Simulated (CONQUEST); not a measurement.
TePb:

```xyz
4
Lattice="4.5693 0.0000 0.0000 0.0000 4.5693 0.0000 0.0000 0.0000 6.4620" Properties=species:S:1:pos:R:3 pbc="T T T"
Pb    0.0000    0.0000    0.0000
Pb    2.2847    2.2847    3.2310
Te    0.0000    0.0000    3.2310
Te    2.2847    2.2847    0.0000
```

```yaml
Program: CONQUEST 1.3
Task: single point
Functional: PBE
Potentials_or_basis: PseudoDojo NC PBE, SZP, grid cutoff 120 Ha
k_mesh: 6 × 6 × 4
Occupations: fermi-dirac, width 0.05 eV
Spin: no spin polarisation
```

On this cell: pressure 3.0 GPa; largest force zero by symmetry; band gap on the k mesh 0.91 eV.

The same run follows on a disturbed copy (atoms moved at random, drawn with an rms of 0.05 Å):

```xyz
4
Lattice="4.5693 0.0000 0.0000 0.0000 4.5693 0.0000 0.0000 0.0000 6.4620" Properties=species:S:1:pos:R:3 pbc="T T T"
Pb    2.2634    2.2484    3.2312
Pb    4.5481    4.5330    0.0002
Te    2.2742    2.2806    0.0466
Te    4.5589    4.5653    3.2776
```

What changes?

The energy moves by +1.3 meV/atom; pressure 3.0 GPa; largest force 0.089 eV/Å; band gap on the k mesh 0.92 eV.

Forces in eV/Å, atoms in the order of the input:
```
Pb   0.012  0.046  0.069
Pb   0.012  0.046  0.069
Te  -0.019 -0.047 -0.074
Te  -0.019 -0.047 -0.074
```

The forces don't sum to zero, so they hold noise of the program's grid.

Caveats: the atomic basis is small; spin-orbit coupling is left out, which as a rule narrows the gap of such compounds by several tenths of an eV; the basis of atomic orbitals isn't converged, which shifts pressures, moduli and gaps; the real-space grid breaks the cell's symmetry a little (some runs); the box holds several primitive cells, so bands are folded and the points are those of the box's own zone (some runs).

A k mesh can miss the band edges.
